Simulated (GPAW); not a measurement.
# HfN: relaxation of cell and atoms with PBEsol+D3(BJ)

HfN:

```
Hf N
1.0
     0.00000    2.25600    2.25600
     2.25600    0.00000    2.25600
     2.25600    2.25600    0.00000
Hf N
1 1
Cartesian
  0.0000 0.0000 0.0000
  2.2560 2.2560 2.2560
```

```yaml
Program: GPAW 26.7.0
Task: relaxation of cell and atoms
Functional: PBEsol
Dispersion: D3(BJ)
Potentials_or_basis: PAW data sets generated in the run's folder for this functional
Cutoff: 800 eV
Basis: pw
k_mesh: 10 × 10 × 10
Occupations: fermi-dirac, width 0.05 eV
Spin: no spin polarisation
Maxiter: 150
Optimizer: BFGS
Fmax: 0.01 eV/Å
Max_steps: 60
Convergence: density=1e-05 forces=0.0001
```

```yaml
Relaxed_volume: 11.20 Å³/atom
Relaxed_cell: a = 3.164 Å, b = 3.164 Å, c = 3.164 Å, α = 60.00°, β = 60.00°, γ = 60.00°
Space_group_after_relaxing_to_0.05_Å: Fm-3m (No. 225)
Energy_gained_by_relaxing: 5.2 meV/atom
Ionic_steps: 3
Pressure_after_relaxing: 0.1 GPa
Band_gap_on_the_k_mesh: none (metal or under the smearing width)
Dispersion_energy_per_atom: -0.399 eV
```

Step by step:
| step | energy change (eV) | largest force (eV/Å) | pressure (GPa) | volume (Å³) |
| --- | --- | --- | --- | --- |
| 1 | 0.0000 | 0.0000 | -7.08 | 22.96 |
| 2 | -0.0077 | 0.0000 | -4.03 | 22.72 |
| 3 | -0.0104 | 0.0000 | 0.12 | 22.40 |

Final structure:
```
Hf N
1.0
     0.00000    2.23735    2.23735
     2.23735    0.00000    2.23735
     2.23735    2.23735    0.00000
Hf N
1 1
Direct
  0.00000 0.00000 0.00000
  0.50000 0.50000 0.50000
```

Levels at points of the mesh, in eV from the Fermi level:
```tsv
k point	band 6	band 7	band 8	band 9	band 10	band 11	band 12	band 13
(0.00, 0.00, 0.00)	-3.04	-3.04	-3.04	-0.43	-0.43	-0.43	1.96	1.96
(0.50, 0.50, 0.00)	-5.45	-4.01	-3.71	-3.71	4.19	5.70	5.70	5.92
(0.50, 0.50, 0.50)	-9.10	-6.36	-6.36	3.38	3.80	3.80	4.55	9.14
```

It took 67 s on 1 thread of Arm Neoverse V1, on a shared host, peak memory 0.22 GiB.

Caveat: later steps reuse the first step's grids; pairwise dispersion overbinds metals, which lowers pressure and volume. Spin-orbit coupling is left out, which matters for the levels of Hf.
